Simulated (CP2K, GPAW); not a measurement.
The equilibrium volume of Nb3Sn, sorted by core time

**What was measured.** The equilibrium volume of Nb3Sn (Pm-3n) is reported as 18.54 Å³/atom (a printed reference work). The runs below try to reproduce it.

```yaml
crystal:
  lattice:
    - [5.28210, 0.00000, 0.00000]
    - [0.00000, 5.28210, 0.00000]
    - [0.00000, 0.00000, 5.28210]
  atoms:
    - { symbol: Sn, position: [0.50000, 0.50000, 0.50000] }
    - { symbol: Sn, position: [0.00000, 0.00000, 0.00000] }
    - { symbol: Nb, position: [0.00000, 0.50000, 0.25000] }
    - { symbol: Nb, position: [0.00000, 0.50000, 0.75000] }
    - { symbol: Nb, position: [0.50000, 0.25000, 0.00000] }
    - { symbol: Nb, position: [0.75000, 0.00000, 0.50000] }
    - { symbol: Nb, position: [0.50000, 0.75000, 0.00000] }
    - { symbol: Nb, position: [0.25000, 0.00000, 0.50000] }
```

```csv
rung,level,program and potentials,cutoff (eV),k mesh,smearing,core time,chip,equilibrium volume (Å³/atom),miss,notes
LDA,LDA,"GPAW, the program's PAW data sets (release 1.2.1) made for this functional",600,4 × 4 × 4,fermi-dirac 0.05,13 min,Arm Neoverse V1,17.65,-4.8 %,-
GGA,PBE,"GPAW, GPAW PAW data sets (gpaw-data 1.2.1)",600,4 × 4 × 4,fermi-dirac 0.05,13 min,Arm Neoverse V1,18.70,+0.9 %,-
GGA,PBE,"CP2K, POTENTIAL_UZH Sn GTH-PBE-q4, Nb GTH-PBE-q13; TZVP-MOLOPT-PBE-GTH basis",-,5 × 5 × 5,fermi-dirac 0.05,18 min,Arm Neoverse V2,19.06,+2.8 %,atomic basis
GGA,PBEsol,"CP2K, POTENTIAL_UZH Sn GTH-PBE-q4, Nb GTH-PBE-q13; TZVP-MOLOPT-PBE-GTH basis",-,5 × 5 × 5,fermi-dirac 0.05,20 min,Arm Neoverse V2,18.61,+0.4 %,atomic basis; potentials made for PBE
```

Times are single runs on shared hosts and different chips, so they are rough; meshes, cutoffs and the tasks' sizes weigh on the time. Task: equation of state. All rows: no spin polarisation. Smearing widths are in eV. For a metal such meshes aren't converged. Meshes differ between rows, which moves values too. Meshes are those of the run's cell of 8 atoms unless a note names another. The cell shown, of 18.42 Å³ an atom, is the runs' start and not the measured value. Misses use the values as printed. Runs on faulty files, with rough fits or with known faults for this quantity aren't shown. No row holds spin-orbit coupling.

By rung: LDA 17.65; GGA 18.70; GGA in atomic bases 18.61 to 19.06 (Å³/atom). Measured: 18.54 Å³/atom (a printed reference work). Closest, coarse meshes and atomic bases left aside, is PBE with GPAW, GPAW PAW data sets (gpaw-data 1.2.1) (+0.9 %). The runs are for a static lattice, while measurements hold temperature and zero-point motion.
